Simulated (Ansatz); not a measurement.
The system is Fe.

```
CELL_PARAMETERS angstrom
-1.44300 1.44300 1.44300
1.44300 -1.44300 1.44300
1.44300 1.44300 -1.44300
ATOMIC_POSITIONS crystal
Fe 0.00000 0.00000 0.00000
```

| Quantity | Value |
| --- | --- |
| Program | Ansatz 0.2.0 |
| Task | relaxation of cell and atoms |
| Functional | PBE |
| Dispersion | D3(BJ)+ATM |
| Potentials or basis | all-electron LAPW, scalar-relativistic |
| Basis error allowed | 0.001 eV/atom |
| k mesh | 13 × 13 × 13 |
| Occupations | fermi-dirac, width 0.05 eV |
| Spin | collinear spin, ferromagnetic start |
| Starting moments | [3.0] μB |

At the start: volume 12.02 Å³/atom.

**Question.** Where does the relaxation end?

**Answer.** Over 6 steps the energy falls by 46.4 meV/atom and the volume is 11.06 Å³/atom (-8.0 %); space group Im-3m (No. 229, to 0.05 Å); moment 2.08 μB per cell.

Step by step:
```csv
step,energy change (eV),largest force (eV/Å),volume (Å³)
1,0.0000,0.0000,12.02
2,-0.0391,0.0000,11.42
3,-0.0456,0.0000,10.95
4,-0.0464,0.0000,11.06
5,-0.0464,0.0000,11.06
6,-0.0464,0.0000,11.06
```

Final structure:
```
CELL_PARAMETERS angstrom
-1.40365 1.40365 1.40365
1.40365 -1.40365 1.40365
1.40365 1.40365 -1.40365
ATOMIC_POSITIONS crystal
Fe 0.00000 0.00000 0.00000
```
